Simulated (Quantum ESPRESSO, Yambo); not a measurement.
Planning a run of Yambo 5.3.0 on BN (Qingsongite). The input:

```
HF_and_locXC
gw0
dyson
ppa
em1d
rim_cut
RandQpts= 1000000
RandGvec= 1 RL
EXXRLvcs= 72 Ry
VXCRLvcs= 288 Ry
Chimod= "HARTREE"
% BndsRnXp
 1 | 21 |
%
NGsBlkXp= 9 Ry
% LongDrXp
 1 | 1 | 1 |
%
% GbndRnge
 1 | 21 |
%
DysSolver= "n"
ExtendOut
PPAPntXp= 27.21138 eV
% QPkrange
 1 | 1 | 3 | 6 |
 31 | 31 | 3 | 6 |
%
```

```sh
OMP_NUM_THREADS=1 mpirun -n 8 yambo -F gw1.in -J gw1 -C gw1 > gw1.log
```

The stored states that it reads are on a 10×10×10 mesh. The structure is cubic, space group F-43m (No. 216). The conventional cell has a = 3.615 Å, b = 3.615 Å, c = 3.615 Å, α = 90.00°, β = 90.00°, γ = 90.00°. Nearest to B lie 4 N at 1.57 Å. N has 4 B at 1.57 Å nearest. Farther neighbours and most contacts between anions are not listed.

Question: How long will it take on 8 MPI ranks of Arm Neoverse V1, shared host, and how much memory?

It took 28 s; on shared hardware allow 14 s to 56 s. Peak host memory was 2.6 GiB.

The screening grows as filled bands × empty bands × pairs of k points, times the square of the screening basis for the matrix.

[Paths, hosts, dates, memory and timing lines, banners, echoed tables and standing remarks are left out of the program output.]

[Logs are printed without paths, hosts, clocks, repeated set-up lines and the standing remarks that a program may print on its own settings, such as how far it seeks lower states.]

[Runs of the session that timed out or met a known fault of the program may be left out.]

[Hosts, paths, dates, database ids (printed as entryN), source tags and the programs' standing remarks are cut or masked in the printed files.]
